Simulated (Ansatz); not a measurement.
**Mg under compression and expansion**

```yaml
crystal:
  lattice:
    - [-1.83599, 1.83599, 1.67940]
    - [1.83599, -1.83599, 1.67940]
    - [1.83599, 1.83599, -1.67940]
  atoms:
    - { symbol: Mg, position: [0.00000, 0.00000, 0.00000] }
```

The cell is the one relaxed in the Materials Project (mp-1056351), not relaxed further here; entries there can be hypothetical.

Levels of theory: DFT, PBEsol, all-electron LAPW, scalar-relativistic (Ansatz 0.2.0); DFT, PBEsol, PAW with Ansatz's default frozen-core files, scalar-relativistic (Ansatz 0.2.0).

For LAPW: a Γ-centred 15×15×15 k mesh, Fermi–Dirac smearing of 0.05 eV, basis error target 1 meV/atom, no spin polarisation. PAW takes a cutoff of 420 eV at this cell (files made with PBE, cores remade for this functional). The Ansatz runs share mesh, smearing and spin set-up. Plane-wave (PAW) pressures include the program's estimate of the Pulay term.

The cell above is scaled evenly, with fractional coordinates and shape held.

| V/V(cell) | V (Å³/atom) | P, LAPW (GPa) | P, PAW (GPa) | free energy over the lowest listed, PAW (meV/atom) |
| --- | --- | --- | --- | --- |
| 0.9500 | 21.512 | 1.86 | 1.88 | 5.8 |
| 0.9750 | 22.078 | 0.78 | 0.80 | 1.1 |
| 1.0000 | 22.644 | -0.17 | -0.15 | 0.0 |
| 1.0250 | 23.210 | -1.01 | -0.99 | 2.0 |
| 1.0500 | 23.776 | -1.75 | -1.73 | 6.9 |

**Question.** What do Birch–Murnaghan fits to the pressures give?

**Answer.** LAPW: V0 = 22.54 Å³/atom, B0 = 36 GPa, B0′ = 4.0; PAW: V0 = 22.55 Å³/atom, B0 = 36 GPa, B0′ = 4.0.

PAW's V0 lies 0.06 % from the all-electron value and its B0 -0.1 %. With shape and internal coordinates held, B0 is an upper bound to the relaxed modulus.
